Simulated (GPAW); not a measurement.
The system is CoO.

```
Co O
1.0
     0.00000    2.34364    2.34364
     2.34364    0.00000    2.34364
     2.34364    2.34364    0.00000
Co O
1 1
Direct
  0.00000 0.00000 0.00000
  0.25000 0.25000 0.25000
```

Measurements of this composition are mostly on another form, of space group No. 225.

Base run:

```yaml
Program: GPAW 26.7.0
Functional: r2SCAN
Potentials_or_basis: GPAW PAW data sets (gpaw-data 1.2.1)
Cutoff: 800 eV
Basis: pw
k_mesh: 7 × 7 × 7
Occupations: fermi-dirac, width 0.05 eV
Spin: collinear spin, ferromagnetic start
Starting_moments: "[2.0, 0.0] μB"
Hubbard_terms: Co d U = 4 eV
```

Its results: band gap on the k mesh 1.01 eV, direct; pressure -5.1 GPa; net moment 3.00 μB per cell; site moments Co +2.70; O +0.10 μB.

The run is repeated on the same cell with these changes: hubbard terms from Co d U = 4 eV to Co d U = 5 eV. What comes out?

Band gap on the k mesh 1.13 eV, direct; pressure -4.2 GPa; net moment 3.00 μB per cell; site moments Co +2.72; O +0.09 μB.

Caveats: the PAW data sets were made with another functional, which shifts forces and pressure a little; a cell with one magnetic atom can't hold antiferromagnetic order, which such compounds often take.

